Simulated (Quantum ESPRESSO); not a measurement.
C in Quantum ESPRESSO: the effect of functional

Slab: C, a slab with vacuum.

```
C
1.0
     2.45617    0.00000    0.00000
    -1.22809    2.12711    0.00000
     0.00000    0.00000   23.52380
C
4
Cartesian
  0.0000 1.4181 7.5000
  1.2281 0.7090 7.5000
  0.0000 1.4181 16.0238
  1.2281 0.7090 16.0238
```

The slab is cut from a database's or a generator's crystal, which needn't be the stable form of the element.

Alike in all runs:

* Program: Quantum ESPRESSO 7.5
* Task: work function
* Potentials or basis: SG15 PBE 1.2
* Cutoff: 1197 eV
* Density cutoff: 4789 eV
* k mesh: 12 × 12 × 1
* Occupations: fermi-dirac, width 0.05 eV
* Spin: no spin polarisation

```tsv
functional	work function (eV)
LDA	?
PBEsol	4.29
PBE	4.22
RPBE	4.13
revPBE	4.14
AM05	4.22
PW91	4.25
rev-vdW-DF2	4.35
```

What does the run with functional LDA give?

Work function 4.44 eV.
